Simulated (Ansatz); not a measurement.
# Mg/AlN/Mg: conductance against the thickness of the layer, part 5 of 5

Aim: the conductance of Mg/AlN/Mg junctions as the barrier thickens. Both electrodes are Mg hcp(0001); the barrier is AlN wurtzite(0001) (whole bilayers). In the first transport cell, after relaxation, the nearest pair of electrode and barrier is Mg–N at 2.52 Å, at a slant, at the lower face and Mg–Al at 3.10 Å, at a slant, at the upper one. All share a net of side 3.16 Å, which strains the lower electrode by -0.9 % and the barrier by +1.0 %, against typed lattice constants near PBE's. The first steps treat the bulk electrodes alone.

Ansatz 0.2.0; PBE DFT, plane waves, PAW files (the session's first sound run).

So far, transmission at the Fermi level (a spin, zone mean): step 4 (T(E) of the junction) 0.00226; step 5 (conductance, atomic planes in the barrier 4, gap between the electrodes 7.43 Å) 0.0735; step 6 (conductance, 30 atoms) 0.00231. Also channels of the lower lead: step 4 0.840; step 6 0.848.

## (8) Conductance on a fine mesh, atomic planes in the barrier 16, gap between the electrodes 22.44 Å

Level of this step: PBE DFT, plane waves, PAW files; ballistic transmission by layer matching between semi-infinite leads (Ansatz).

System of this step: Mg/AlN/Mg. The cell holds 38 atoms: 22 Mg, 8 N and 8 Al. Cell: a = 3.160 Å, b = 3.160 Å, c = 88.209 Å, α = 90.0°, β = 90.0°, γ = 120.0°. Regions: left electrode, 11 atoms (11 Mg); barrier, 16 atoms (8 N and 8 Al); right electrode, 11 atoms (11 Mg). Vacuum lies along c.

Barrier layers are added or taken out in the middle, and the relaxed faces stay.

Input file input.yaml:

```yaml
crystal:
  lattice:
    - [3.16, 0.0, 0.0]
    - [-1.58, 2.736640276, 0.0]
    - [0.0, 0.0, 88.2090101152]
  atoms:
    - { symbol: Mg, position: [0.33333333, 0.66666667, 0.0793569726] }
    - { symbol: Mg, position: [0.0, 0.0, 0.108752282] }
    - { symbol: Mg, position: [0.33333333, 0.66666667, 0.1381475913] }
    - { symbol: Mg, position: [0.0, 0.0, 0.1675429007] }
    - { symbol: Mg, position: [0.33333333, 0.66666667, 0.19693821] }
    - { symbol: Mg, position: [0.0, 0.0, 0.2263335194] }
    - { symbol: Mg, position: [0.33333333, 0.66666667, 0.2557288288] }
    - { symbol: Mg, position: [0.0, 0.0, 0.2851241381] }
    - { symbol: Mg, position: [0.33333333, 0.66666667, 0.3145194475] }
    - { symbol: Mg, position: [0.0, 0.0, 0.3439147568] }
    - { symbol: Mg, position: [0.33333333, 0.66666667, 0.3719592097] }
    - { symbol: "N", position: [0.66666667, 0.33333333, 0.3916683067] }
    - { symbol: Al, position: [0.0, 0.0, 0.3990153375] }
    - { symbol: "N", position: [0.0, 0.0, 0.4206108899] }
    - { symbol: Al, position: [0.66666667, 0.33333333, 0.4272928983] }
    - { symbol: "N", position: [0.66666667, 0.33333333, 0.448933297] }
    - { symbol: Al, position: [0.0, 0.0, 0.4556680361] }
    - { symbol: "N", position: [0.0, 0.0, 0.4773476862] }
    - { symbol: Al, position: [0.66666667, 0.33333333, 0.4840296947] }
    - { symbol: "N", position: [0.66666667, 0.33333333, 0.5056700933] }
    - { symbol: Al, position: [0.0, 0.0, 0.5124048325] }
    - { symbol: "N", position: [0.0, 0.0, 0.5340844826] }
    - { symbol: Al, position: [0.66666667, 0.33333333, 0.5407664911] }
    - { symbol: "N", position: [0.66666667, 0.33333333, 0.5624068897] }
    - { symbol: Al, position: [0.0, 0.0, 0.5691416289] }
    - { symbol: "N", position: [0.0, 0.0, 0.590821279] }
    - { symbol: Al, position: [0.66666667, 0.33333333, 0.5979789985] }
    - { symbol: Mg, position: [0.0, 0.0, 0.626379345] }
    - { symbol: Mg, position: [0.66666667, 0.33333333, 0.6560852432] }
    - { symbol: Mg, position: [0.0, 0.0, 0.6854805525] }
    - { symbol: Mg, position: [0.66666667, 0.33333333, 0.7148758619] }
    - { symbol: Mg, position: [0.0, 0.0, 0.7442711712] }
    - { symbol: Mg, position: [0.66666667, 0.33333333, 0.7736664806] }
    - { symbol: Mg, position: [0.0, 0.0, 0.80306179] }
    - { symbol: Mg, position: [0.66666667, 0.33333333, 0.8324570993] }
    - { symbol: Mg, position: [0.0, 0.0, 0.8618524087] }
    - { symbol: Mg, position: [0.66666667, 0.33333333, 0.891247718] }
    - { symbol: Mg, position: [0.0, 0.0, 0.9206430274] }
kpoints:
  mp_grid: { grid: [12, 12, 1] }
scf:
  occupations: { method: fermi_dirac, width: 0.1 }
  max_iter: 150
hamiltonian:
  xc: pbe
output:
  transmission:
    kmesh: [30, 30]
    e_range: [-0.26, 0.27]
    de: 0.0375
    leads: [[4, 6], [32, 34]]
```

Started as:

```
$ ansatz run input.yaml --threads 4 --pin off --max-ram 12288MiB --backend cpu --events-out ev --progress --plain --runs-dir out
```

Numbers of over 12 decimals in the logs are rounded to 6 here.

Log:

```text
[...]
Crystal: 38 atoms, lattice volume = 762.812 Å³
Basis set: ecut = 420 eV, 14731 PW (Γ)
Bands: 180, of which v1, the nominal top of the filled ones, is band 142 counted from 1 (141 counted from 0)
Symmetry: 6 space group operations
[...]
k-points: 19 of 144 (time reversal used)
[...]
channels       : 8.477778e-1 a spin
[...]
slowest decay  : 0.0091 /Å at (0.2667, 0.0000)
[...]
filled         : 40.2 meV under the level at which it is neutral
    channels       : 8.277778e-1 a spin
[...]
slowest decay  : 0.0054 /Å at (0.2000, 0.1000)
  junction   : crystal 0 to crystal 1, 19.37 to 65.05 Å
    transmission   : 7.264551e-6 a spin
[...]
resistance     : 1.5287e2 Ω µm² beyond half of each lead's own
[key lines of the parts left out:]
SCF converged after 11 iterations
Free energy (F): -49715.823982 eV
Fermi energy:    5.499848 eV
```

Run time: 2.5 min. Hardware: 4 threads of Intel Xeon Platinum 8488C (Sapphire Rapids), shared host; peak memory 3.7 GiB.

One spin. Transmission, zone mean against energy, zero at the Fermi level:

| energy (eV) | transmission, zone mean |
| --- | --- |
| -0.260 | 4.7e-6 |
| -0.223 | 5.0e-6 |
| -0.185 | 5.3e-6 |
| -0.147 | 5.6e-6 |
| -0.110 | 6.0e-6 |
| -0.072 | 6.3e-6 |
| -0.035 | 6.8e-6 |
| 0.003 | 7.3e-6 |
| 0.040 | 7.9e-6 |
| 0.077 | 8.5e-6 |
| 0.115 | 9.2e-6 |
| 0.152 | 9.9e-6 |
| 0.190 | 1.1e-5 |
| 0.228 | 1.2e-5 |
| 0.265 | 1.3e-5 |

G = 6.5e9 S/m² (1/G = 153 Ω µm²), 0.064 times the step before of this kind. The largest error estimate is 17 %, from the mesh across the current. In the worse lead the potential repeats within 24.2 meV, which the program lets pass, though it still puts 7.4 % of error on the junction's conductance through them.

## (9) Comparing the runs

Times are for 4 threads of Intel Xeon Platinum 8488C (Sapphire Rapids), shared host. Results by setting:

| no. | gap between the electrodes (Å) | junction conductance (S/m²) | resistance-area product beyond the leads (Ω um²) | time | memory (GiB) |
| --- | --- | --- | --- | --- | --- |
| 1 | 7.43 | 6.67e13 | 0.01371 | 96 s | 2.6 |
| 2 | 12.43 | 2.09e12 | 0.4782 | 2 min | 3.0 |
| 3 | 17.44 | 1.03e11 | 9.714 | 2.2 min | 3.3 |
| 4 | 22.44 | 6.54e9 | 152.9 | 2.5 min | 3.7 |

The runs together. The transmission, zone mean by energy, zero at the Fermi level:

| energy (eV) | 7.43 | 12.43 | 17.44 | 22.44 |
| --- | --- | --- | --- | --- |
| -0.260 | 0.0566 | 0.00170 | 8.1e-5 | 4.7e-6 |
| -0.223 | 0.0609 | 0.00181 | 8.5e-5 | 5.0e-6 |
| -0.185 | 0.0632 | 0.00188 | 8.9e-5 | 5.3e-6 |
| -0.147 | 0.0672 | 0.00201 | 9.5e-5 | 5.6e-6 |
| -0.110 | 0.0673 | 0.00205 | 9.9e-5 | 6.0e-6 |
| -0.072 | 0.0670 | 0.00209 | 1.0e-4 | 6.3e-6 |
| -0.035 | 0.0730 | 0.00225 | 1.1e-4 | 6.8e-6 |
| 0.003 | 0.0735 | 0.00231 | 1.1e-4 | 7.3e-6 |
| 0.040 | 0.0800 | 0.00248 | 1.2e-4 | 7.9e-6 |
| 0.077 | 0.0801 | 0.00253 | 1.3e-4 | 8.5e-6 |
| 0.115 | 0.0804 | 0.00260 | 1.4e-4 | 9.2e-6 |
| 0.152 | 0.0796 | 0.00265 | 1.4e-4 | 9.9e-6 |
| 0.190 | 0.0840 | 0.00284 | 1.5e-4 | 1.1e-5 |
| 0.228 | 0.0879 | 0.00302 | 1.6e-4 | 1.2e-5 |
| 0.265 | 0.0887 | 0.00308 | 1.7e-4 | 1.3e-5 |

## (10) Decay with thickness

This step: Fit of the logarithm of the conductance against the barrier's thickness, from PBE DFT, plane waves, PAW files (Ansatz 0.2.0).

No new run: the logarithm is fitted against the thickness.

This step gave:

```yaml
decay_constant_of_the_conductance: 0.61 Å⁻¹
r_m_s_misfit_of_ln_g: 0.18
```

From the end points alone, β = ln(6.67e+13 / 6.54e+09) / 15.01 Å = 9.23 / 15.01 Å = 0.61 Å⁻¹.

## (11) A check of the settings, 30 atoms

This step: PBE DFT, plane waves, PAW files; ballistic transmission by layer matching between semi-infinite leads; changed: kpoints.mp_grid.grid = [1, 1, 1] (Ansatz 0.2.0).

System of this step: Mg/AlN/Mg. The cell holds 30 atoms: 22 Mg, 4 N and 4 Al. Its edges and angles: a = 3.160 Å, b = 3.160 Å, c = 78.200 Å, α = 90.0°, β = 90.0°, γ = 120.0°. Regions: left electrode, 11 atoms (11 Mg); barrier, 8 atoms (4 N and 4 Al); right electrode, 11 atoms (11 Mg). Vacuum lies along c.

The setting was drawn as a possible misstep, on purpose. Where the input is shown as a difference, that is against the step before, not the twin.

Input file input.yaml:

```yaml
crystal:
  lattice:
    - [3.16, 0.0, 0.0]
    - [-1.58, 2.736640276, 0.0]
    - [0.0, 0.0, 78.199616822]
  atoms:
    - { symbol: Mg, position: [0.33333333, 0.66666667, 0.0895145051] }
    - { symbol: Mg, position: [0.0, 0.0, 0.1226723548] }
    - { symbol: Mg, position: [0.33333333, 0.66666667, 0.1558302045] }
    - { symbol: Mg, position: [0.0, 0.0, 0.1889880542] }
    - { symbol: Mg, position: [0.33333333, 0.66666667, 0.2221459039] }
    - { symbol: Mg, position: [0.0, 0.0, 0.2553037536] }
    - { symbol: Mg, position: [0.33333333, 0.66666667, 0.2884616033] }
    - { symbol: Mg, position: [0.0, 0.0, 0.3216194529] }
    - { symbol: Mg, position: [0.33333333, 0.66666667, 0.3547773026] }
    - { symbol: Mg, position: [0.0, 0.0, 0.3879351523] }
    - { symbol: Mg, position: [0.33333333, 0.66666667, 0.4195692386] }
    - { symbol: "N", position: [0.66666667, 0.33333333, 0.4418010603] }
    - { symbol: Al, position: [0.0, 0.0, 0.4500884962] }
    - { symbol: "N", position: [0.0, 0.0, 0.4744482358] }
    - { symbol: Al, position: [0.66666667, 0.33333333, 0.4819855278] }
    - { symbol: "N", position: [0.66666667, 0.33333333, 0.5063958539] }
    - { symbol: Al, position: [0.0, 0.0, 0.5139926261] }
    - { symbol: "N", position: [0.0, 0.0, 0.5384472277] }
    - { symbol: Al, position: [0.66666667, 0.33333333, 0.5465211208] }
    - { symbol: Mg, position: [0.0, 0.0, 0.5785566545] }
    - { symbol: Mg, position: [0.66666667, 0.33333333, 0.6120648477] }
    - { symbol: Mg, position: [0.0, 0.0, 0.6452226974] }
    - { symbol: Mg, position: [0.66666667, 0.33333333, 0.6783805471] }
    - { symbol: Mg, position: [0.0, 0.0, 0.7115383967] }
    - { symbol: Mg, position: [0.66666667, 0.33333333, 0.7446962464] }
    - { symbol: Mg, position: [0.0, 0.0, 0.7778540961] }
    - { symbol: Mg, position: [0.66666667, 0.33333333, 0.8110119458] }
    - { symbol: Mg, position: [0.0, 0.0, 0.8441697955] }
    - { symbol: Mg, position: [0.66666667, 0.33333333, 0.8773276452] }
    - { symbol: Mg, position: [0.0, 0.0, 0.9104854949] }
kpoints:
  mp_grid: { grid: [1, 1, 1] }
scf:
  occupations: { method: fermi_dirac, width: 0.1 }
  max_iter: 150
hamiltonian:
  xc: pbe
output:
  transmission:
    kmesh: [12, 12]
    e_range: [-2, 3]
    de: 0.1
    leads: [[4, 6], [24, 26]]
  dos: { projected: true, e_range: [-6, 5], de: 0.05 }
  write_potential: true
  write_density: true
  volumetric_format: npy
```

Log:

```text
[...]
Crystal: 30 atoms, lattice volume = 676.253 Å³
Basis set: ecut = 420 eV, 13053 PW (Γ)
Bands: 156, of which v1, the nominal top of the filled ones, is band 126 counted from 1 (125 counted from 0)
Symmetry: 6 space group operations
[...]
k-points: 1
[...]
SCF iter   1: F=—  HF=-46104.185974 eV  |F-HF|=—  |Δ(HF+E_count)|=         —  Δρ=3.45e-2  dr2=8.53e1  ethr=1.77e-3  ⟨swp⟩=6.0  Hψ=574  notcnv=0  defer=13
[...]
SCF iter  14: F=-46102.010314 eV  HF=-46102.010314 eV  |F-HF|=6.26e-8  |Δ(HF+E_count)|=   1.19e-8  Δρ=7.76e-7  dr2=6.57e-8  ethr=3.97e-11  ⟨swp⟩=12.0  Hψ=553  notcnv=0
SCF 1 converged in 14 iterations: F = -46102.010314 eV  dr2 = 6.57e-8
[...]
transmission: 124 of 1235 steps passed
transmission: 248 of 1235 steps passed
[...]
transmission: 1235 of 1235 steps passed
[...]
SCF converged after 14 iterations
Free energy (F): -46102.010314 eV
[...]
Internal energy: -46101.743704 eV  (E = F + TS)
E sigma→0 (E₀):  -46101.877009 eV
Entropy (-TS):   -0.266610 eV (-8.887 meV/atom)
Fermi energy:    3.506128 eV
[...]
--- Band table (eV) ---
  k-point 0: bands = [... 122 lower, 2.1321, 2.5228, 2.8759, 3.4502, 3.5617, 4.2071, 4.5327, 5.0531, ... 26 higher]
--- Transmission ---
  basis      : 73 plane waves across, 65 finite elements along
  points     : 19, standing for a mesh of 12 x 12
[...]
channels       : 1.000000e0 a spin
[...]
slowest decay  : 0.0157 /Å at (0.0833, 0.0000)
[...]
channels       : 1.000000e0 a spin
[...]
slowest decay  : 0.0207 /Å at (0.0833, 0.0000)
  junction   : crystal 0 to crystal 1, 19.37 to 55.04 Å
    transmission   : 2.777359e-3 a spin
[...]
```

It took 27 s on 4 threads; peak memory 0.75 GiB; 100 s of CPU time.

Residual by cycle:

cycle, log10 residual and a bar from the least value:
```
        1        1.9 ##############################
        2        1.3 ############################
        3        0.8 ##########################
        5       -1.3 ###################
        6       -1.6 ##################
        7       -2.2 ################
        8       -3.4 ############
        9       -3.8 ###########
       10       -4.4 #########
       12       -6.0 ####
       13       -6.6 ##
       14       -7.2
```

The run finished. A setting was moved off its sound value on purpose, so it serves as a test and not as the result.

The fault put into the input: one k-point for a small cell (kpoints.mp_grid.grid = [1, 1, 1]).

The transmission at the Fermi level, both spins, is 0.00555 against 0.00453 in the twin: a change of +23 %, at 0.30 times the CPU time.

Side by side:

| quantity | this run | sound run | difference |
| --- | --- | --- | --- |
| free energy (eV) | -46102.01 | -46018.83 | -83.2 |
| Fermi energy (eV) | 3.5061 | 4.9770 | -1.47 |
| transmission at the Fermi level (a spin, zone mean) | 0.0027774 | 0.0022634 | 5.1e-4 |
| channels of the lower lead | 1 | 0.84028 | 0.160 |
| channels of the upper lead | 1 | 0.75694 | 0.243 |
| potential step in the lower lead (meV) | 37.4 | 24.2 | 13.2 |
| potential step in the upper lead (meV) | 59.2 | 12.9 | 46.3 |

The two runs differ clearly in the potential step in the upper lead: 59.2 meV against 12.9 meV.

## (12) A check of the settings, 26 atoms

This step: PBE DFT, plane waves, PAW files; ballistic transmission by layer matching between semi-infinite leads; changed: output.transmission.temperature = 0 (Ansatz 0.2.0).

System of this step: Mg/AlN/Mg. The cell holds 26 atoms: 22 Mg, 2 N and 2 Al. Its edges and angles: a = 3.160 Å, b = 3.160 Å, c = 73.195 Å, α = 90.0°, β = 90.0°, γ = 120.0°. Regions: left electrode, 11 atoms (11 Mg); barrier, 4 atoms (2 N and 2 Al); right electrode, 11 atoms (11 Mg). Vacuum lies along c.

This run repeats an earlier one, its twin (the conductance run, 4 atomic planes between the electrodes), with one setting changed (output.transmission.temperature; files written aside). The setting was drawn as a possible misstep, on purpose. Where the input is shown as a difference, that is against the step before, not the twin.

Input file input.yaml:

```yaml
crystal:
  lattice:
    - [3.16, 0.0, 0.0]
    - [-1.58, 2.736640276, 0.0]
    - [0.0, 0.0, 73.1949201755]
  atoms:
    - { symbol: Mg, position: [0.33333333, 0.66666667, 0.095635052] }
    - { symbol: Mg, position: [0.0, 0.0, 0.131060067] }
    - { symbol: Mg, position: [0.33333333, 0.66666667, 0.1664850819] }
    - { symbol: Mg, position: [0.0, 0.0, 0.2019100968] }
    - { symbol: Mg, position: [0.33333333, 0.66666667, 0.2373351118] }
    - { symbol: Mg, position: [0.0, 0.0, 0.2727601267] }
    - { symbol: Mg, position: [0.33333333, 0.66666667, 0.3081851417] }
    - { symbol: Mg, position: [0.0, 0.0, 0.3436101566] }
    - { symbol: Mg, position: [0.33333333, 0.66666667, 0.3790351715] }
    - { symbol: Mg, position: [0.0, 0.0, 0.4144601865] }
    - { symbol: Mg, position: [0.33333333, 0.66666667, 0.4482572508] }
    - { symbol: "N", position: [0.66666667, 0.33333333, 0.4720091714] }
    - { symbol: Al, position: [0.0, 0.0, 0.4808632601] }
    - { symbol: "N", position: [0.0, 0.0, 0.5068885949] }
    - { symbol: Al, position: [0.66666667, 0.33333333, 0.5155145397] }
    - { symbol: Mg, position: [0.0, 0.0, 0.5497405004] }
    - { symbol: Mg, position: [0.66666667, 0.33333333, 0.5855398135] }
    - { symbol: Mg, position: [0.0, 0.0, 0.6209648285] }
    - { symbol: Mg, position: [0.66666667, 0.33333333, 0.6563898434] }
    - { symbol: Mg, position: [0.0, 0.0, 0.6918148583] }
    - { symbol: Mg, position: [0.66666667, 0.33333333, 0.7272398733] }
    - { symbol: Mg, position: [0.0, 0.0, 0.7626648882] }
    - { symbol: Mg, position: [0.66666667, 0.33333333, 0.7980899032] }
    - { symbol: Mg, position: [0.0, 0.0, 0.8335149181] }
    - { symbol: Mg, position: [0.66666667, 0.33333333, 0.868939933] }
    - { symbol: Mg, position: [0.0, 0.0, 0.904364948] }
kpoints:
  mp_grid: { grid: [12, 12, 1] }
scf:
  occupations: { method: fermi_dirac, width: 0.1 }
  max_iter: 150
hamiltonian:
  xc: pbe
output:
  transmission:
    kmesh: [30, 30]
    e_range: [-0.26, 0.27]
    de: 0.0375
    leads: [[4, 6], [20, 22]]
    temperature: 0
```

Log:

```text
Error: invalid value for `output.transmission.temperature`: must be finite and ≥ 1.2; got 0 K
```

Run time: 0.04 s. Hardware: 4 threads; peak memory 0.092 GiB.

The program refused the input before any cycle.

The program's message: “Error: invalid value for `output.transmission.temperature`: must be finite and ≥ 1.2; got 0 K”

The change that led to it: output.transmission.temperature = 0.

## (13) Outcome

| Item | Value |
| --- | --- |
| 1/G at 7.43 Å gap | 0.0150 Ω um² |
| 1/G at 22.4 Å gap | 153 Ω um² |
| decay constant β | 0.61 Å⁻¹ |

In words: A fit of ln G against d gives β = 0.61 Å⁻¹, and step by step the slopes are 0.69, 0.60 and 0.55 Å⁻¹. They differ by more than a fifth, so the fit is an average; how much of this is a real bend and how much error of the runs wasn't traced. At the Fermi level the layers of the barrier in the wide-window run (8 planes) hold from 0.0044 to 0.21 states an eV and atom. The program's largest error estimate on these conductances is 17 %, from the mesh across the current. No spin-orbit coupling, phonons, disorder or image charges enter; the interfaces are ordered, one cell wide and lattice-matched by strain. Semilocal gaps are too small, which can bring a band edge of the barrier nearer to the Fermi level than it is.

[Logs are printed without paths, hosts, clocks, repeated set-up lines and the standing remarks that a program may print on its own settings, such as how far it seeks lower states.]

[Hosts, paths, dates, database ids (printed as entryN), source tags and the programs' standing remarks are cut or masked in the printed files.]
